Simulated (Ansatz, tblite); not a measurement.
# ZrS₂ with GFN1-xTB from a Python script

These are simulated results from tblite 0.8.0, not measurements. The cell began as a database structure and was relaxed with r2SCAN+rVV10 in plane waves (Ansatz 0.2.0). All runs are without spin polarisation.

Space group P-3m1 (No. 164), trigonal; a = 3.674 Å, c = 5.857 Å in the conventional setting, 22.83 Å³ an atom. Zr is surrounded by 6 S at 2.57 Å; S is surrounded by 3 Zr at 2.57 Å.

tblite solves periodic systems at the zone centre alone, so the script builds a cluster of 3×3×2 conventional cells (54 atoms), which folds in a coarse mesh of k points.

The script, run.py:

```python
import json
from ase import Atoms
from ase.build import make_supercell
from ase.units import Bohr, GPa, Hartree
from tblite.interface import Calculator

atoms = Atoms(['Zr', 'S', 'S'],
              cell=[[3.67436193, 0.0, 0.0], [-1.83718096, 3.18209077, 0.0], [0.0, 0.0, 5.8571358]],
              scaled_positions=[[0.0, 0.0, 0.0], [0.666666667, 0.333333333, 0.753764822], [0.333333333, 0.666666667, 0.246235178]],
              pbc=True)
cluster = make_supercell(atoms, [[3, 0, 0], [0, 3, 0], [0, 0, 2]])
calc = Calculator('GFN1-xTB', cluster.numbers, cluster.positions / Bohr, lattice=cluster.cell[:] / Bohr, periodic=cluster.pbc)
calc.set('temperature', 0.02 / Hartree)
calc.set('max-iter', 150)
res = calc.singlepoint()
levels = res.get('orbital-energies') * Hartree
nv = round(res.get('orbital-occupations').sum() / 2)
cells = len(cluster) // len(atoms)
out = {'energy_per_cell': res.get('energy') * Hartree / cells, 'homo': levels[nv - 1], 'lumo': levels[nv],
       'stress': (-res.get('virial') * Hartree / cluster.get_volume() / GPa).tolist(), 'charges': res.get('charges')[:len(atoms)].tolist(), 'electrons': 2 * nv / cells}
json.dump(out, open('results.json', 'w'))
for key, value in out.items():
    print(key, value)
```

Command: `python run.py`. It took 3.7 s on 1 thread of Arm Neoverse V1 (shared host), peak memory 0.12 GiB.

Output:

```
------------------------------------------------------------
  cycle        total energy    energy error   density error
------------------------------------------------------------
      1     -144.7138404282  -1.4480267E+02   1.0970924E+00
      2      71.71991807732   2.1643376E+02   3.2649168E+00
      3     -149.2714949391  -2.2099141E+02   8.1772596E-01
      4     -158.3036567166  -9.0321618E+00   3.8632643E-01
      5     -159.2002539807  -8.9659726E-01   3.1449648E-01
      6     -161.3038838849  -2.1036299E+00   3.7030840E-02
      7     -161.3250160739  -2.1132189E-02   3.8156443E-03
      8     -161.3222281269   2.7879469E-03   1.1961255E-02
      9     -161.3204496844   1.7784425E-03   1.4883040E-02
     10     -161.3250089866  -4.5593021E-03   1.5364125E-03
     11     -161.3250664813  -5.7494697E-05   3.9123021E-05
     12     -161.3250664955  -1.4251441E-08   3.5400547E-05
     13     -161.3250665290  -3.3495184E-08   4.1275457E-06
------------------------------------------------------------

 total:                                   3.056 sec
energy_per_cell -243.8821478181824
homo -8.008503556059837
lumo -7.311432133090803
stress [[1.070499140417124, 0.00024902464496420957, 2.9102982877251715e-05], [0.00024902464496379557, 1.0707865545153834, 3.651418953408929e-05], [2.9102982877127757e-05, 3.651418953410729e-05, -5.444450226885568]]
charges [0.8251800136058176, -0.4126166402181357, -0.4125781287538268]
electrons 16.0
```

The cycle table is in hartree for the whole cluster, and the lines after it are in eV (the energy for one cell). The printed stress is in GPa and positive in compression, and the pressure is its mean diagonal.

GFN1-xTB gives a gap of 0.70 eV. On the same cell, plane-wave PBE (Ansatz, 12×12×4 k points and the special points) gives a gap of 0.88 eV and r2SCAN a gap of 1.18 eV; on shared hosts these took about 5 and 13 core-seconds on the 3-atom cell, against 3.7 for the script. Semilocal gaps usually lie below measured ones. xTB was fitted to molecules, so gaps, charges and pressures of solids can be far off, and the gap also depends on the size of the cluster.

The same script was run on cells scaled at fixed shape and fractional coordinates:

```tsv
volume (Å³/atom)	energy (meV/atom)	pressure (GPa, positive in compression)	gap (eV)
20.09	76.5	11.73	0.60
21.46	11.2	4.06	0.66
22.83	0.0	-1.10	0.70
24.20	25.4	-4.63	0.72
25.57	76.2	-7.08	0.74
```

A Birch-Murnaghan fit puts the minimum at 22.49 Å³/atom, 1.5 % below the given cell, with a bulk modulus of 76.8 GPa at fixed shape.

xTB was fitted mostly to molecules, and a small cluster samples few k points, so gaps, pressures and kinks along a curve can be far from a solid's.
